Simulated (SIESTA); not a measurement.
Runs of SIESTA 5.4.2 on Al2Cu (Khatyrkite). The structure is tetragonal, space group I4/mcm (No. 140). Conventional cell: a = 6.067 Å, b = 6.067 Å, c = 4.877 Å, α = 90.00°, β = 90.00°, γ = 90.00°. Around Cu (site symmetry 422) lie 2 Cu at 2.44 Å and 8 Al at 2.59 Å. Al (site symmetry m2m) is surrounded by 4 Cu at 2.59 Å and 3 Al at 2.71 to 2.90 Å. 

```tsv
potentials or basis	gap on the mesh (eV)	pressure (GPa)	largest force (eV/Å)
PseudoDojo 0.4 standard (PBEsol files), SZP (energy shift 0.003 Ry)	none	1.3	0.08
PseudoDojo 0.4 standard (PBEsol files), SZ (energy shift 0.003 Ry)	none	9.5	(a)
PseudoDojo 0.4 standard (PBEsol files), DZ (energy shift 0.003 Ry; two zetas on semicore shells)	none	(b)	0.05
PseudoDojo 0.4 standard (PBEsol files), TZP (energy shift 0.003 Ry; two zetas on semicore shells)	none	-3.6	0.05
PseudoDojo 0.4 standard (PBEsol files), DZP (energy shift 0.003 Ry; two zetas on semicore shells)	none	-3.6	0.04
```

Alike in all rows: task band structure; level PBEsol; no spin polarisation; cell as given; k mesh 7 × 7 × 7; smearing fermi-dirac 0.05 eV; grid cutoff 800 Ry; energy shift 0.003 Ry.

**Question.** Estimate the missing entries.

**Answer.** (a) 0.12; (b) -3.7.

Caveats: short orbitals over semicore shells can move pressures by several GPa; the basis of atomic orbitals isn't converged, which shifts pressures, moduli and gaps; the basis has no polarisation orbitals (some runs).

A gap of «none» marks a metal or a gap under the smearing width.
